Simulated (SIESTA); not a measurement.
# CoO in SIESTA: the effect of pseudo set

CoO:

```
Co O
1.0
     3.01440    0.00000    0.00000
     1.50720    2.61054    0.00000
     1.50720    0.87018    2.46124
Co O
1 1
Direct
  0.00000 0.00000 0.00000
  0.50000 0.50000 0.50000
```

Alike in all runs:

```yaml
Program: SIESTA 5.4.2
Task: single point
Functional: PBE
Basis: DZP (energy shift 0.003 Ry; two zetas on semicore shells)
Grid_cutoff: 800 Ry
Energy_shift: 0.003 Ry
k_mesh: 8 × 8 × 8
Occupations: fermi-dirac, width 0.05 eV
Spin: collinear spin, ferromagnetic start
Starting_moments: "[2.0, 0.0] μB"
```

```csv
pseudo set,pressure (GPa)
PseudoDojo 0.4 standard,-0.8
PseudoDojo 0.4 stringent,-1.0
PseudoDojo 0.5 standard,-0.8
SG15 1.2,1.8
SPMS 1.0,?
Ansatz NC,0.1
```

Problem. What does the run with pseudo set SPMS 1.0 give?

Solution. Pressure -2.4 GPa.

Caveats: the basis of atomic orbitals isn't converged, which shifts pressures, moduli and gaps; a cell with one magnetic atom can't hold antiferromagnetic order, which such compounds often take; short orbitals over semicore shells can move pressures by several GPa (some runs).
